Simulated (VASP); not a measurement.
# GaN (Fm-3m) in VASP: further runs, part 2 of 2

VASP 6.6.1. The steps go on from the part before.

### Step 3. Single point, PBE (strained and moved within the space group)

The input, INCAR:

```
SYSTEM = GaN
ALGO = Fast ; EDIFF = 1E-6
ENCUT = 520 ; GGA = PE
ISIF = 2 ; ISMEAR = 0
LASPH = .True. ; LCHARG = .False.
LREAL = .False. ; LWAVE = .False.
NBANDS = 16 ; NELM = 100
PREC = Accurate ; SIGMA = 0.05
```

The input, KPOINTS:

```
k-points
0
Gamma
  14 14 14
  0 0 0
```

The input, POSCAR:

```
GaN
1.0
    0.0000000000      2.2389433640      2.2389433640
    2.2389433640      0.0000000000      2.2389433640
    2.2389433640      2.2389433640      0.0000000000
Ga N
1 1
Direct
    0.0000000000      0.0000000000      0.0000000000
    0.5000000000      0.5000000000      0.5000000000
```

Potentials or basis: VASP PAW PBE potentials, release 64 (Ga_d, N).

The run is started by

```console
$ cat potpaw_PBE.64/Ga_d/POTCAR potpaw_PBE.64/N/POTCAR > POTCAR
$ mpirun -np 1 vasp_std > vasp.out
```

Wall time 53 s (1 thread of Intel Xeon Platinum 8175M at 2.50GHz (Skylake/Cascade Lake), shared host); peak memory 0.16 GiB.

It converged, with:

```
Free energy            : -10.9899 eV
Pressure               : -20.7 GPa
Band gap on the k mesh : none (metal or under the smearing width)
```

Levels at points of the mesh, in eV from the Fermi level:
| k point | band 5 | band 6 | band 7 | band 8 | band 9 | band 10 | band 11 | band 12 | band 13 | band 14 |
| --- | --- | --- | --- | --- | --- | --- | --- | --- | --- | --- |
| (0.00, 0.00, 0.00) | -14.04 | -14.04 | -0.38 | -0.38 | -0.38 | 0.41 | 13.48 | 13.48 | 13.48 | 13.74 |
| (0.50, 0.00, 0.00) | -13.96 | -13.31 | -7.38 | -0.19 | -0.19 | 3.96 | 7.26 | 8.12 | 8.12 | 14.77 |
| (0.50, 0.50, 0.00) | -13.93 | -11.33 | -5.90 | -2.48 | -2.48 | -0.43 | 7.64 | 10.24 | 12.37 | 12.37 |

Caveat: so large a pressure means that the cell lies far from this level's equilibrium, or that cutoff or potentials fall short.

### Step 4. Single point, PBE (one atom moved)

The input, INCAR:

```
ALGO = Normal
EDIFF = 1E-6
ENCUT = 520
GGA = PE
ISIF = 2
ISMEAR = 0
LASPH = True
LCHARG = False
LREAL = False
LWAVE = False
NBANDS = 16
NELM = 60
PREC = Accurate
SIGMA = 0.05
```

The input, KPOINTS:

```
k-points
0
Gamma
  14 14 14
```

The input, POSCAR:

```
GaN
1.0
    0.0000000000      2.1352350000      2.1352350000
    2.1352350000      0.0000000000      2.1352350000
    2.1352350000      2.1352350000      0.0000000000
Ga N
1 1
Direct
    0.0000000000      0.0000000000      0.0000000000
    0.4894625182      0.5105374818      0.5105374818
```

Potentials or basis: VASP PAW PBE potentials, release 64 (Ga_d, N).

The run is started by

```console
$ cat potpaw_PBE.64/Ga_d/POTCAR potpaw_PBE.64/N/POTCAR > POTCAR
$ mpirun -np 1 vasp_std > vasp.out
```

OUTCAR:

```text
EDIFF = 1E-6
   ENCUT = 520
   GGA = PE
   ISIF = 2
   ISMEAR = 0
   LASPH = True
   LREAL = False
   NELM = 60
   PREC = Accurate

 ion  position               nearest neighbor table
   1  0.000  0.000  0.000-   2 2.09   2 2.14   2 2.14   2 2.14   2 2.14   2 2.18
   2  0.489  0.511  0.511-   1 2.09   1 2.14   1 2.14   1 2.14   1 2.14   1 2.18

  LATTYP: Found a face centered cubic cell.
 ALAT       =     4.2704700000

  Lattice vectors:

 A1 = (   0.0000000000,   2.1352350000,   2.1352350000)
 A2 = (   2.1352350000,   0.0000000000,   2.1352350000)
 A3 = (   2.1352350000,   2.1352350000,   0.0000000000)

Analysis of symmetry for initial positions (statically):
=====================================================================
 Subroutine PRICEL returns:
 Original cell was already a primitive cell.

 Routine SETGRP: Setting up the symmetry group for a
 face centered cubic supercell.

 Subroutine GETGRP returns: Found  8 space group operations
 (whereof  8 operations were pure point group operations)
 out of a pool of 48 trial point group operations.

The static configuration has the point symmetry C_4v.

Analysis of symmetry for dynamics (positions and initial velocities):
[... 162 lines left out ...]
 val. band max:        7.5182077480   @ k =   0.0000  -0.2143   0.1429
 cond. band min:       7.9161071655   @ k =   0.5000   0.5000   0.0000
 fundamental gap:      0.3978994175
 Fermi energy:         7.7199175677

 k-point     1 :       0.0000    0.0000    0.0000
  band No.  band energies     occupation
      1      -9.4839      2.00000
      2      -6.4854      2.00000
      3      -6.4854      2.00000
      4      -6.4849      2.00000
      5      -6.4001      2.00000
      6      -6.3977      2.00000
[... 433 lines left out ...]
      3      -6.6130      2.00000
      4      -6.4121      2.00000
      5      -6.2863      2.00000
      6      -6.0364      2.00000
[... 8 lines left out ...]
     15      28.7565      0.00000
     16      29.3458      0.00000

 [... further k-points ...]

------------------------ aborting loop because EDIFF is reached ----------------------------------------

  FORCE on cell =-STRESS in cart. coord.  units (eV):
  Direction    XX          YY          ZZ          XY          YZ          ZX
  --------------------------------------------------------------------------------------
  -------------------------------------------------------------------------------------
  Total        0.1462984      0.0434497      0.0434497     -0.0000000      0.0000000      0.0000000
  in kB       12.0387981      3.5754488      3.5754488     -0.0000000      0.0000000      0.0000000
  external PRESSURE =       6.3965652 kB  Pullay stress =       0.0000000 kB

 VOLUME and BASIS-vectors are now :
 -----------------------------------------------------------------------------
  energy-cutoff  :      520.00
  volume of cell :       19.47
      direct lattice vectors                 reciprocal lattice vectors
     0.000000000  2.135235000  2.135235000    -0.234166263  0.234166263  0.234166263
     2.135235000  0.000000000  2.135235000     0.234166263 -0.234166263  0.234166263
     2.135235000  2.135235000  0.000000000     0.234166263  0.234166263 -0.234166263

 POSITION                                       TOTAL-FORCE (eV/Angst)
 -----------------------------------------------------------------------------------
      0.00000      0.00000      0.00000         0.090684      0.000000      0.000000
      2.18023      2.13524      2.13524        -0.090684      0.000000      0.000000
 -----------------------------------------------------------------------------------
    total drift:                                0.000091      0.000000      0.000000

  FREE ENERGIE OF THE ION-ELECTRON SYSTEM (eV)
  ---------------------------------------------------
  free  energy   TOTEN  =       -11.2048162981 eV

  energy  without entropy=      -11.2048162981  energy(sigma->0) =      -11.20481630
```

Run time: 94 s. Hardware: 1 thread of Intel Xeon Platinum 8175M at 2.50GHz (Skylake/Cascade Lake), shared host; peak memory 0.19 GiB.

What came out:

```yaml
Free_energy: -11.2048 eV
Pressure: 0.6 GPa
Largest_force: 0.091 eV/Å
Band_gap_on_the_k_mesh: 0.40 eV, indirect (least direct gap 2.36 eV)
```

Forces in eV/Å, atoms in the order of the input:
```
Ga   0.091  0.000  0.000
N   -0.091  0.000  0.000
```

Levels at points of the mesh, in eV from the valence-band top:
| k point | band 7 | band 8 | band 9 | band 10 | band 11 | band 12 |
| --- | --- | --- | --- | --- | --- | --- |
| (0.00, 0.00, 0.00) | -0.48 | -0.48 | -0.48 | 1.88 | 14.46 | 14.46 |
| (0.50, 0.00, 0.00) | -8.09 | -0.18 | -0.18 | 4.57 | 8.81 | 8.92 |
| (0.50, 0.50, 0.00) | -6.89 | -2.93 | -2.92 | 0.40 | 7.78 | 11.61 |
| (0.00, 0.50, 0.50) | -6.89 | -2.93 | -2.93 | 0.40 | 7.79 | 11.62 |

### Step 5. Single point, PBE (Ga replaced by Al, lengths x 0.997, strained and moved within the space group)

The input, INCAR:

```
PREC = Accurate
ENCUT = 520
EDIFF = 1E-6
ISMEAR = 0
SIGMA = 0.1
LREAL = False
LASPH = True
NELM = 80
ALGO = Fast
ISIF = 2
LWAVE = False
LCHARG = True
GGA = PE
LELF = True
LVHAR = True
NBANDS = 11
```

The input, KPOINTS:

```
regular mesh
0
Gamma
  8 8 8
```

The input, POSCAR:

```
AlN
1.0
    0.0000000000      2.2334090782      2.2334090782
    2.2334090782      0.0000000000      2.2334090782
    2.2334090782      2.2334090782      0.0000000000
Al N
1 1
Direct
    0.0000000000      0.0000000000      0.0000000000
    0.5000000000      0.5000000000      0.5000000000
```

Potentials or basis: VASP PAW PBE potentials, release 64 (Al, N).

The run is started by

```console
$ cat potpaw_PBE.64/Al/POTCAR potpaw_PBE.64/N/POTCAR > POTCAR
$ mpirun -np 1 vasp_std > vasp.out
```

Wall time 8.4 s (1 thread of Intel Xeon Platinum 8175M at 2.50GHz (Skylake/Cascade Lake), shared host); peak memory 0.13 GiB.

The run converged. Its results:

* Free energy: -13.6930 eV
* Pressure: -39.6 GPa
* Band gap on the k mesh: 1.99 eV, direct

Levels at points of the mesh, in eV from the valence-band top:
```tsv
k point	band 2	band 3	band 4	band 5	band 6	band 7
(0.00, 0.00, 0.00)	0.00	0.00	0.00	1.99	11.17	11.17
(0.50, 0.00, 0.00)	-6.63	-0.62	-0.62	4.41	8.77	8.77
(0.50, 0.50, 0.00)	-5.57	-2.10	-2.10	2.08	5.63	10.74
```

Caveat: the cell as given lies far from equilibrium; so large a pressure means that the cell lies far from this level's equilibrium, or that cutoff or potentials fall short.

### Step 6. Single point, PBE (strained and moved within the space group)

The input, INCAR:

```
SYSTEM = GaN
  ALGO = Fast
  EDIFF = 1E-6
  ENCUT = 520
  GGA = PE
  ISIF = 2
  ISMEAR = 0
  LASPH = .TRUE.
  LCHARG = .FALSE.
  LREAL = .FALSE.
  LWAVE = .FALSE.
  NBANDS = 16
  NELM = 60
  PREC = Accurate
  SIGMA = 0.05
```

The input, KPOINTS:

```
k-points
0
G
  14 14 14
  0 0 0
```

The input, POSCAR:

```
GaN
1.0
    0.0000000000      2.2163952824      2.2163952824
    2.2163952824      0.0000000000      2.2163952824
    2.2163952824      2.2163952824      0.0000000000
Ga N
1 1
Direct
    0.0000000000      0.0000000000      0.0000000000
    0.5000000000      0.5000000000      0.5000000000
```

Potentials or basis: VASP PAW PBE potentials, release 64 (Ga_d, N).

The run is started by

```console
$ cat potpaw_PBE.64/Ga_d/POTCAR potpaw_PBE.64/N/POTCAR > POTCAR
$ mpirun -np 1 vasp_std > vasp.out
```

Run time: 26 s. Hardware: 1 thread of Intel Xeon Platinum 8488C (Sapphire Rapids), shared host; peak memory 0.15 GiB.

The run converged. Its results:

```yaml
Free_energy: -11.0701 eV
Pressure: -17.2 GPa
Band_gap_on_the_k_mesh: none (metal or under the smearing width)
```

Levels at points of the mesh, in eV from the Fermi level:
```tsv
k point	band 6	band 7	band 8	band 9	band 10	band 11	band 12	band 13
(0.00, 0.00, 0.00)	-14.05	-0.43	-0.43	-0.43	0.67	13.84	13.84	13.84
(0.50, 0.00, 0.00)	-13.47	-7.56	-0.22	-0.22	4.06	7.59	8.25	8.25
(0.50, 0.50, 0.00)	-11.31	-6.13	-2.60	-2.60	-0.29	7.64	10.49	12.69
```

Caveat: so large a pressure means that the cell lies far from this level's equilibrium, or that cutoff or potentials fall short.

### Step 7. Overview

```csv
potentials or basis,cell,k mesh,smearing,gap on the mesh (eV),pressure (GPa)
"VASP PAW PBE potentials, release 64 (Al, N)","Ga replaced by Al, lengths x 0.997, strained and moved within the space group",8 × 8 × 8,gaussian 0.1 eV,1.99,-39.6
"VASP PAW PBE potentials, release 64 (Ga_d, N)",strained and moved within the space group,14 × 14 × 14,gaussian 0.05 eV,none,-17.2
"VASP PAW PBE potentials, release 64 (Ga_d, N)",one atom moved,14 × 14 × 14,gaussian 0.05 eV,0.40,0.6
```

Alike in all rows: task single point; level PBE; no spin polarisation; cutoff (eV) 520.

Caveats: so large a pressure means that the cell lies far from this level's equilibrium, or that cutoff or potentials fall short (some runs); the cell as given lies far from equilibrium (some runs).

Absolute energies hang on the potentials; compare differences alone.
